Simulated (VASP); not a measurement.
# SiC (Fm-3m) in VASP: a series of runs

The runs below take SiC through relaxation of the atoms, with PBE+D3(BJ).

Everything below comes from runs of VASP 6.6.1. Logs are shortened: lines on timing, memory, paths and dates and some standing lists are left out, and cuts for length are marked.

### 1 The undisturbed crystal

Symmetry: Fm-3m, No. 225, cubic system. Conventional cell: a = 4.239 Å, b = 4.239 Å, c = 4.239 Å, α = 90.00°, β = 90.00°, γ = 90.00°. Si (site symmetry m-3m) has 6 C at 2.12 Å as nearest neighbours. C (site symmetry m-3m) is surrounded by 6 Si at 2.12 Å.

The cell was built by a generator and needn't be a form met in nature.

### 2 Relaxation of the atoms, PBE+D3(BJ) (a relaxed cell with its volume scaled by 0.94)

INCAR

```
SYSTEM = SiC
PREC = Accurate ; ENCUT = 600
EDIFF = 1E-7 ; ISMEAR = 0
SIGMA = 0.03 ; LREAL = .FALSE.
LASPH = .TRUE. ; NELM = 80
ALGO = Fast ; ISIF = 2
LWAVE = .FALSE. ; LCHARG = .FALSE.
GGA = PE ; IVDW = 12
IBRION = 2 ; NSW = 40
EDIFFG = -0.01
```

KPOINTS

```
Automatic mesh
0
G
  12 12 12
  0 0 0
```

POSCAR

```
SiC                                     
1.0
    0.0000000000      1.9693867190      1.9693867190
    1.9693867190      0.0000000000      1.9693867190
    1.9693867190      1.9693867190      0.0000000000
  Si              C             
     1     1
Direct
     0.0000000000000000    0.0000000000000000    0.0000000000000000
     0.5000000000000000    0.5000000000000000    0.5000000000000000
```

Potentials or basis: VASP PAW PBE potentials, release 64 (Si, C).

The run is started by

```bash
$ cat potpaw_PBE.64/Si/POTCAR potpaw_PBE.64/C/POTCAR > POTCAR
$ mpirun -np 1 vasp_std > vasp.out
```

OUTCAR:

```text
SYSTEM = SiC
   PREC = Accurate
   ENCUT = 600
   EDIFF = 1E-7
   ISMEAR = 0
   LREAL = .FALSE.
   LASPH = .TRUE.
   NELM = 80
   ISIF = 2
   GGA = PE
   IVDW = 12
   IBRION = 2
   NSW = 40
   EDIFFG = -0.01
 IVDW          = 12

 ion  position               nearest neighbor table
   1  0.000  0.000  0.000-   2 1.97   2 1.97   2 1.97   2 1.97   2 1.97   2 1.97
   2  0.500  0.500  0.500-   1 1.97   1 1.97   1 1.97   1 1.97   1 1.97   1 1.97

  LATTYP: Found a face centered cubic cell.
 ALAT       =     3.9387734380

  Lattice vectors:

 A1 = (   0.0000000000,   1.9693867190,   1.9693867190)
 A2 = (   1.9693867190,   0.0000000000,   1.9693867190)
 A3 = (   1.9693867190,   1.9693867190,   0.0000000000)

Analysis of symmetry for initial positions (statically):
=====================================================================
 Subroutine PRICEL returns:
 Original cell was already a primitive cell.

 Routine SETGRP: Setting up the symmetry group for a
 face centered cubic supercell.

 Subroutine GETGRP returns: Found 48 space group operations
 (whereof 48 operations were pure point group operations)
 out of a pool of 48 trial point group operations.

The static configuration has the point symmetry O_h .

Analysis of symmetry for dynamics (positions and initial velocities):
=====================================================================
 Subroutine PRICEL returns:
 Original cell was already a primitive cell.

 Routine SETGRP: Setting up the symmetry group for a
 face centered cubic supercell.

 Subroutine GETGRP returns: Found 48 space group operations
 (whereof 48 operations were pure point group operations)
 out of a pool of 48 trial point group operations.

The dynamic configuration has the point symmetry O_h .

 Subroutine INISYM returns: Found 48 space group operations
 (whereof 48 operations are pure point group operations),
 and found     1 'primitive' translations

----------------------------------------------------------------------------------------

                                     Primitive cell

  volume of cell :      15.2765

  direct lattice vectors                    reciprocal lattice vectors
     0.000000000  1.969386719  1.969386719    -0.253886144  0.253886144  0.253886144
     1.969386719  0.000000000  1.969386719     0.253886144 -0.253886144  0.253886144
     1.969386719  1.969386719  0.000000000     0.253886144  0.253886144 -0.253886144

  length of vectors
     2.785133408  2.785133408  2.785133408     0.439743701  0.439743701  0.439743701

[... 89 lines left out ...]
   TEBEG  =    0.0;   TEEND  =   0.0 temperature during run
   PSTRESS=    0.0 pullay stress
   NELECT =       8.0000    total number of electrons
   NUPDOWN=      -1.0000    fix difference up-down
   EMIN   =  10.00;   EMAX   =-10.00  energy-range for DOS
   EFERMI =   0.00;   METHOD = LEGACY
   ISMEAR =     0;   SIGMA  =   0.03  broadening in eV -4-tet -1-fermi 0-gaus
   EFERMI_NEDOS =   21; number of points for ismear=-14 and -15
   IALGO  =     68    algorithm
   IMIX   =      4    mixing-type and parameters
     AMIX     =   0.40;   BMIX     =  1.00
     AMIX_MAG =   1.60;   BMIX_MAG =  1.00
  volume/ion in A,a.u.               =       7.64        51.55
  Fermi-wavevector in a.u.,A,eV,Ry     =   1.319564  2.493615 23.691136  1.741249
  Thomas-Fermi vector in A             =   2.449453
   LORBIT       =      0    0 simple, 1 ext, 2 COOP (PROOUT), +10 PAW based schemes
   GGA     = PE    functional components
   LHFCALC =     F    Hartree Fock is set to
   AEXX    =    0.0000 exact exchange contribution
   IVDW    =    12    specifies the selected vdW correction
   LEPSILON=     F    determine dielectric tensor
   LRPA    =     F    only Hartree local field effects (RPA)
 conjugate gradient relaxation of ions
 non-spin polarized calculation
 RMM-DIIS sequential band-by-band and
 Gauss-broadening in eV      SIGMA  =   0.03
  energy-cutoff  :      600.00
  volume of cell :       15.28
 maximum number of plane-waves:       532
 NGX is ok and might be reduce to    24
   NGX = 11   NGY = 11   NGZ = 11

 number of electron       8.0000000 magnetization

 Free energy of the ion-electron system (eV)
  ---------------------------------------------------
  ext. energy  EPLUGINS =         0.00000000
  ---------------------------------------------------
  free energy    TOTEN  =       -13.46824879 eV

  energy without entropy =      -13.46814175  energy(sigma->0) =      -13.46819527

 E-fermi :  13.7581     XC(G=0): -13.0729

 val. band max:       13.7265037285   @ k =   0.0000   0.0000   0.0000
 cond. band min:      13.7712610034   @ k =  -0.0833   0.0833   0.0000
 fundamental gap:      0.0447572749
 Fermi energy:        13.7580966182

 k-point     1 :       0.0000    0.0000    0.0000
  band No.  band energies     occupation
      1      -5.7392      2.00000
      2      13.7265      1.86360
      3      13.7265      1.86360
      4      13.7265      1.86359
      5      22.6849      0.00000
      6      22.6849      0.00000
      7      22.6849      0.00000
      8      22.7291      0.00000
[... 243 lines left out ...]
 k-point    24 :      -0.4167    0.1667    0.0000
  band No.  band energies     occupation
      1       0.1076      2.00000
      2       2.3828      2.00000
      3       9.4062      2.00000
      4      11.6235      2.00000
      5      17.6028      0.00000
      6      21.0432      0.00000
      7      22.4980      0.00000
      8      27.6299      0.00000

 [... further k-points ...]

------------------------ aborting loop because EDIFF is reached ----------------------------------------

 Edisp (eV)   -0.81261

 E8    (eV) :    -0.3036

  FORCE on cell =-STRESS in cart. coord.  units (eV):
  Direction    XX          YY          ZZ          XY          YZ          ZX
  --------------------------------------------------------------------------------------
  -------------------------------------------------------------------------------------
  Total       1.67311     1.67311     1.67311    -0.00000    -0.00000    -0.00000
  in kB     175.47392   175.47392   175.47392    -0.00000    -0.00000    -0.00000
  external pressure =      175.47 kB  Pullay stress =        0.00 kB

 VOLUME and BASIS-vectors are now :
 -----------------------------------------------------------------------------
  energy-cutoff  :      600.00
  volume of cell :       15.28
      direct lattice vectors                 reciprocal lattice vectors
     0.000000000  1.969386719  1.969386719    -0.253886144  0.253886144  0.253886144
     1.969386719  0.000000000  1.969386719     0.253886144 -0.253886144  0.253886144
     1.969386719  1.969386719  0.000000000     0.253886144  0.253886144 -0.253886144

 POSITION                                       TOTAL-FORCE (eV/Angst)
 -----------------------------------------------------------------------------------
      0.00000      0.00000      0.00000         0.000000      0.000000      0.000000
      1.96939      1.96939      1.96939        -0.000000     -0.000000     -0.000000
 -----------------------------------------------------------------------------------
    total drift:                               -0.000000     -0.000000      0.000000

  FREE ENERGIE OF THE ION-ELECTRON SYSTEM (eV)
  ---------------------------------------------------
  free  energy   TOTEN  =       -14.2808582821 eV

  energy  without entropy=      -14.2807512426  energy(sigma->0) =      -14.28080476

 reached required accuracy - stopping structural energy minimisation
```

OSZICAR:

```text
N       E                     dE             d eps       ncg     rms          rms(c)
DAV:   1     0.447774279884E+01    0.44777E+01   -0.48677E+03  1240   0.983E+02
DAV:   2    -0.147792998255E+02   -0.19257E+02   -0.17774E+02  1680   0.108E+02
DAV:   3    -0.150136493486E+02   -0.23435E+00   -0.23435E+00  1384   0.141E+01
DAV:   4    -0.150141173832E+02   -0.46803E-03   -0.46803E-03  1848   0.603E-01
DAV:   5    -0.150141174291E+02   -0.45873E-07   -0.45873E-07  1368   0.558E-03    0.911E+00
RMM:   6    -0.135068804146E+02    0.15072E+01   -0.22078E+00  1152   0.103E+01    0.389E+00
RMM:   7    -0.134718375595E+02    0.35043E-01   -0.59323E-01  1152   0.583E+00    0.164E+00
RMM:   8    -0.134719711027E+02   -0.13354E-03   -0.45994E-02  1152   0.205E+00    0.330E-01
RMM:   9    -0.134681436386E+02    0.38275E-02   -0.75744E-03  1153   0.714E-01    0.143E-01
RMM:  10    -0.134684193622E+02   -0.27572E-03   -0.19669E-03  1153   0.357E-01    0.109E-01
RMM:  11    -0.134682457939E+02    0.17357E-03   -0.38857E-04  1152   0.161E-01    0.197E-02
RMM:  12    -0.134682486934E+02   -0.28995E-05   -0.32313E-05  1152   0.533E-02    0.600E-03
RMM:  13    -0.134682490333E+02   -0.33989E-06   -0.35651E-06  1109   0.152E-02    0.286E-03
RMM:  14    -0.134682487842E+02    0.24907E-06   -0.54419E-07   979   0.557E-03    0.106E-03
RMM:  15    -0.134682487929E+02   -0.86560E-08   -0.69704E-08   837   0.178E-03
   1 F= -.14280858E+02 E0= -.14280805E+02  d E =-.142809E+02
```

It took 7.1 s on 1 thread of Intel Xeon 6975P-C (Granite Rapids), shared host; peak memory 0.14 GiB.

What came out:

| Property | Result |
| --- | --- |
| Free energy | -14.2809 eV |
| Pressure after relaxing | 17.5 GPa |
| Band gap on the k mesh | none (metal or under the smearing width) |
| Dispersion energy per atom | -0.406 eV |

Final structure:
```xyz
2
Lattice="0.0000 1.9694 1.9694 1.9694 0.0000 1.9694 1.9694 1.9694 0.0000" Properties=species:S:1:pos:R:3 pbc="T T T"
Si    0.0000    0.0000    0.0000
C     1.9694    1.9694    1.9694
```

Caveat: the relaxation stopped at its first step, so nothing moved; pairwise dispersion overbinds metals, which lowers pressure and volume.

### 3 Relaxation of the atoms, PBE+D3(BJ) (a relaxed cell with its volume scaled by 0.96)

INCAR is that of step 2.

KPOINTS is that of step 2.

POSCAR

```
SiC                                     
1.0
    0.0000000000      1.9832560966      1.9832560966
    1.9832560966      0.0000000000      1.9832560966
    1.9832560966      1.9832560966      0.0000000000
  Si              C             
     1     1
Direct
     0.0000000000000000    0.0000000000000000    0.0000000000000000
     0.5000000000000000    0.5000000000000000    0.5000000000000000
```

Potentials or basis: VASP PAW PBE potentials, release 64 (Si, C).

The run is started by

```bash
$ cat potpaw_PBE.64/Si/POTCAR potpaw_PBE.64/C/POTCAR > POTCAR
$ mpirun -np 1 vasp_std > vasp.out
```

OUTCAR:

```text
SYSTEM = SiC
   PREC = Accurate
   ENCUT = 600
   EDIFF = 1E-7
   ISMEAR = 0
   LREAL = .FALSE.
   LASPH = .TRUE.
   NELM = 80
   ISIF = 2
   GGA = PE
   IVDW = 12
   IBRION = 2
   NSW = 40
   EDIFFG = -0.01
 IVDW          = 12

 ion  position               nearest neighbor table
   1  0.000  0.000  0.000-   2 1.98   2 1.98   2 1.98   2 1.98   2 1.98   2 1.98
   2  0.500  0.500  0.500-   1 1.98   1 1.98   1 1.98   1 1.98   1 1.98   1 1.98

  LATTYP: Found a face centered cubic cell.
 ALAT       =     3.9665121932

  Lattice vectors:

 A1 = (   0.0000000000,   1.9832560966,   1.9832560966)
 A2 = (   1.9832560966,   0.0000000000,   1.9832560966)
 A3 = (   1.9832560966,   1.9832560966,   0.0000000000)

Analysis of symmetry for initial positions (statically):
=====================================================================
 Subroutine PRICEL returns:
 Original cell was already a primitive cell.

 Routine SETGRP: Setting up the symmetry group for a
 face centered cubic supercell.

 Subroutine GETGRP returns: Found 48 space group operations
 (whereof 48 operations were pure point group operations)
 out of a pool of 48 trial point group operations.

The static configuration has the point symmetry O_h .

Analysis of symmetry for dynamics (positions and initial velocities):
=====================================================================
 Subroutine PRICEL returns:
 Original cell was already a primitive cell.

 Routine SETGRP: Setting up the symmetry group for a
 face centered cubic supercell.

 Subroutine GETGRP returns: Found 48 space group operations
 (whereof 48 operations were pure point group operations)
 out of a pool of 48 trial point group operations.

The dynamic configuration has the point symmetry O_h .

 Subroutine INISYM returns: Found 48 space group operations
 (whereof 48 operations are pure point group operations),
 and found     1 'primitive' translations
[... 119 lines left out ...]
   LORBIT       =      0    0 simple, 1 ext, 2 COOP (PROOUT), +10 PAW based schemes
   GGA     = PE    functional components
   LHFCALC =     F    Hartree Fock is set to
   AEXX    =    0.0000 exact exchange contribution
   IVDW    =    12    specifies the selected vdW correction
   LEPSILON=     F    determine dielectric tensor
   LRPA    =     F    only Hartree local field effects (RPA)
 conjugate gradient relaxation of ions
 non-spin polarized calculation
 RMM-DIIS sequential band-by-band and
 Gauss-broadening in eV      SIGMA  =   0.03
  energy-cutoff  :      600.00
  volume of cell :       15.60
 maximum number of plane-waves:       544
   NGX = 11   NGY = 11   NGZ = 11

 number of electron       8.0000000 magnetization

 Free energy of the ion-electron system (eV)
  ---------------------------------------------------
  ext. energy  EPLUGINS =         0.00000000
  ---------------------------------------------------
  free energy    TOTEN  =       -13.51437338 eV

  energy without entropy =      -13.51426970  energy(sigma->0) =      -13.51432154

 E-fermi :  13.4244     XC(G=0): -12.9761

 val. band max:       13.3850898829   @ k =   0.0000   0.0000   0.0000
 cond. band min:      13.4384786952   @ k =  -0.0833   0.0833   0.0000
 fundamental gap:      0.0533888123
 Fermi energy:        13.4244080177

 k-point     1 :       0.0000    0.0000    0.0000
  band No.  band energies     occupation
      1      -5.8243      2.00000
      2      13.3851      1.93619
      3      13.3851      1.93619
      4      13.3851      1.93619
      5      21.9849      0.00000
      6      22.3362      0.00000
      7      22.3362      0.00000
      8      22.3362      0.00000
[... 243 lines left out ...]
 k-point    24 :      -0.4167    0.1667    0.0000
  band No.  band energies     occupation
      1      -0.0671      2.00000
      2       2.2019      2.00000
      3       9.1498      2.00000
      4      11.3475      2.00000
      5      17.1595      0.00000
      6      20.5685      0.00000
      7      22.0019      0.00000
      8      26.9910      0.00000

 [... further k-points ...]

------------------------ aborting loop because EDIFF is reached ----------------------------------------

 Edisp (eV)   -0.79518

 E8    (eV) :    -0.2970

  FORCE on cell =-STRESS in cart. coord.  units (eV):
  Direction    XX          YY          ZZ          XY          YZ          ZX
  --------------------------------------------------------------------------------------
  -------------------------------------------------------------------------------------
  Total       1.01400     1.01400     1.01400     0.00000     0.00000    -0.00000
  in kB     104.13120   104.13120   104.13120     0.00000     0.00000    -0.00000
  external pressure =      104.13 kB  Pullay stress =        0.00 kB

 VOLUME and BASIS-vectors are now :
 -----------------------------------------------------------------------------
  energy-cutoff  :      600.00
  volume of cell :       15.60
      direct lattice vectors                 reciprocal lattice vectors
     0.000000000  1.983256097  1.983256097    -0.252110658  0.252110658  0.252110658
     1.983256097  0.000000000  1.983256097     0.252110658 -0.252110658  0.252110658
     1.983256097  1.983256097  0.000000000     0.252110658  0.252110658 -0.252110658

 POSITION                                       TOTAL-FORCE (eV/Angst)
 -----------------------------------------------------------------------------------
      0.00000      0.00000      0.00000        -0.000000     -0.000000     -0.000000
      1.98326      1.98326      1.98326         0.000000      0.000000      0.000000
 -----------------------------------------------------------------------------------
    total drift:                               -0.000000     -0.000000      0.000000

  FREE ENERGIE OF THE ION-ELECTRON SYSTEM (eV)
  ---------------------------------------------------
  free  energy   TOTEN  =       -14.3095565802 eV

  energy  without entropy=      -14.3094528979  energy(sigma->0) =      -14.30950474

 reached required accuracy - stopping structural energy minimisation
```

It took 7.1 s on 1 thread of Intel Xeon 6975P-C (Granite Rapids), shared host; peak memory 0.14 GiB.

What came out:

| Quantity | Value |
| --- | --- |
| Free energy | -14.3096 eV |
| Pressure after relaxing | 10.4 GPa |
| Band gap on the k mesh | none (metal or under the smearing width) |
| Dispersion energy per atom | -0.398 eV |

Final structure:
```cif
data_structure
_symmetry_space_group_name_H-M 'P 1'
_symmetry_Int_Tables_number 1
_cell_length_a 2.8047
_cell_length_b 2.8047
_cell_length_c 2.8047
_cell_angle_alpha 60.000
_cell_angle_beta 60.000
_cell_angle_gamma 60.000
_cell_volume 15.60
loop_
_atom_site_label
_atom_site_type_symbol
_atom_site_fract_x
_atom_site_fract_y
_atom_site_fract_z
_atom_site_occupancy
Si1 Si 0.00000 0.00000 0.00000 1
C1 C 0.50000 0.50000 0.50000 1
```

Caveat: the relaxation stopped at its first step, so nothing moved; pairwise dispersion overbinds metals, which lowers pressure and volume.

### 4 Relaxation of the atoms, PBE+D3(BJ) (a relaxed cell with its volume scaled by 0.98)

INCAR is that of step 3.

KPOINTS is that of step 3.

POSCAR

```
SiC                                     
1.0
    0.0000000000      1.9969341570      1.9969341570
    1.9969341570      0.0000000000      1.9969341570
    1.9969341570      1.9969341570      0.0000000000
  Si              C             
     1     1
Direct
     0.0000000000000000    0.0000000000000000    0.0000000000000000
     0.5000000000000000    0.5000000000000000    0.5000000000000000
```

The run is started by

```bash
$ cat potpaw_PBE.64/Si/POTCAR potpaw_PBE.64/C/POTCAR > POTCAR
$ mpirun -np 1 vasp_std > vasp.out
```

It took 7.5 s on 1 thread of Intel Xeon 6975P-C (Granite Rapids), shared host; peak memory 0.14 GiB.

The run converged. Its results:

```yaml
Free_energy: -14.3250 eV
Pressure_after_relaxing: 4.6 GPa
Band_gap_on_the_k_mesh: none (metal or under the smearing width)
Dispersion_energy_per_atom: -0.389 eV
```

Final structure:
```
Si C
1.0
     0.00000    1.99693    1.99693
     1.99693    0.00000    1.99693
     1.99693    1.99693    0.00000
Si C
1 1
Direct
  0.00000 0.00000 0.00000
  0.50000 0.50000 0.50000
```

Levels at points of the mesh, in eV from the Fermi level:
```
           k point  band 1  band 2  band 3  band 4  band 5  band 6  band 7  band 8
(0.00, 0.00, 0.00)  -18.93    0.03    0.03    0.03    8.24    8.98    8.98    8.98
(0.50, 0.00, 0.00)  -13.58  -11.85   -1.13   -1.13    5.47    5.47    6.20   10.10
(0.50, 0.50, 0.00)  -11.71  -10.16   -4.44   -4.44   -0.64    2.37   15.46   15.67
```

Caveat: the relaxation stopped at its first step, so nothing moved; pairwise dispersion overbinds metals, which lowers pressure and volume.

### 5 Summary

| cell | gap on the mesh (eV) | pressure (GPa) |
| --- | --- | --- |
| atoms relaxed from: a relaxed cell with its volume scaled by 0.94 | none | 17.5 |
| atoms relaxed from: a relaxed cell with its volume scaled by 0.96 | none | 10.4 |
| atoms relaxed from: a relaxed cell with its volume scaled by 0.98 | none | 4.6 |

Alike in all rows: task relaxation of the atoms; level PBE+D3(BJ); potentials or basis VASP PAW PBE potentials, release 64 (Si, C); no spin polarisation; k mesh 12 × 12 × 12; cutoff (eV) 600; smearing gaussian 0.03 eV.

Caveats: the relaxation stopped at its first step, so nothing moved; pairwise dispersion overbinds metals, which lowers pressure and volume.

Total energies depend on the potentials used, so only differences within one code and one set of settings carry meaning.
